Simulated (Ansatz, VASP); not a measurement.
**One calculation of KMgF3, two programs**

```
K Mg F
1.0
     3.86126    0.00000    0.00000
     0.00000    3.86126    0.00000
     0.00000    0.00000    4.24738
K Mg F
1 1 3
Direct
  0.50000 0.50000 0.50000
  0.00000 0.00000 0.00000
  0.50000 0.00000 0.00000
  0.00000 0.50000 0.00000
  0.00000 0.00000 0.50000
```

Alike in both runs: task single point; functional PBE; k mesh 6 × 6 × 6; occupations gaussian, width 0.05 eV; no spin polarisation.

|  | VASP | Ansatz |
| --- | --- | --- |
| version | VASP 6.6.1 | Ansatz 0.2.0 |
| potentials or method | VASP PAW PBE potentials, release 64 (K_sv, Mg, F) | scalar-relativistic, plane waves, PAW |
| plane-wave cutoff (eV) | 520 | 420 |
| valence electrons in the cell | 32 | 40 |

```tsv
	VASP	Ansatz	Ansatz less VASP
gap on the k mesh at the Fermi level (eV)	7.22	7.25	+0.030
least direct gap on the mesh (eV)	7.57	7.60	+0.028
pressure (GPa)	4.4	4.8	+0.42
largest component of the traceless stress (GPa)	5.99	5.98	-0.017
```

With one functional, cell and mesh, what is left measures potentials, basis and numerics. The two sets of potentials don't hold the same shells in valence.

A k mesh can miss the band edges. As with any semilocal functional, this PBE gap is likely too small.
